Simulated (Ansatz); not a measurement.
# H started on an O site in corundum Al2O3, 120 atoms, charge +1

All numbers come from Ansatz (PAW, plane waves, no spin–orbit coupling) at the single k point (¼, ¼, ¼) without its symmetry partners. The atoms were relaxed with PBEsol in a fixed cell; other functionals are single points on those atoms unless said otherwise. The valence top and gap of the host come from its small cell on a dense mesh, with the band extrema sought between the mesh points, lined up by the mean potential, PBEsol gap 6.03 eV, HSE06 gap 7.99 eV. The charge correction uses an assumed dielectric constant of 10.

Cell: a = 9.548 Å, b = 9.548 Å, c = 13.014 Å, α = 90.00°, β = 90.00°, γ = 120.00°.

Nearest atoms after relaxation, from the placed atom (for vacancies from the middle of the vacant sites): Al at 1.92 Å, Al at 1.92 Å, Al at 2.16 Å, Al at 2.16 Å, O at 2.57 Å, O at 2.57 Å, O at 2.62 Å, O at 2.62 Å.

Chemical potentials μ are those of reference phases of the elements at zero temperature by the same functional (the usual solids, diamond for C, grey Sn, and the molecules H2, N2, O2, F2, Cl2, Br2 and S8).

```
functional  E(defect) − E(host) − Σ nμ + q·E_VBM (eV)  monopole (eV)  alignment (eV)  formation energy at E_F = VBM (eV)  moment (μB)              wall time, shared host
    PBEsol                                       2.32           0.19           -0.09                                2.42  0 (no spin)  5.4 s on NVIDIA GB200 (relaxation)
     HSE06                                       1.29           0.19           -0.09                                1.39  0 (no spin)                22 s on NVIDIA GB200
```

HSE06 one-electron levels near the gap (the ten most localised at most), from the host's valence top, not corrected for the charge's images:

```
level (eV)  spin  filling  atoms sharing it  element of the atom with most weight
     -0.28  both     2.00              59.1                                spread
     -0.24  both     2.00              55.1                                spread
     -0.23  both     2.00              70.2                                spread
     -0.20  both     2.00              63.0                                spread
     -0.15  both     2.00              63.4                                spread
     -0.14  both     2.00              65.3                                spread
     -0.12  both     2.00              65.8                                spread
     -0.05  both     2.00              61.0                                spread
      8.27  both     0.00               8.3                                     H
```

All elements are taken at their own reference at once; growth conditions in equilibrium with the host shift these energies, by up to the host's formation enthalpy.

One k point and a cell of this size can leave errors of several tenths of an eV in such numbers.
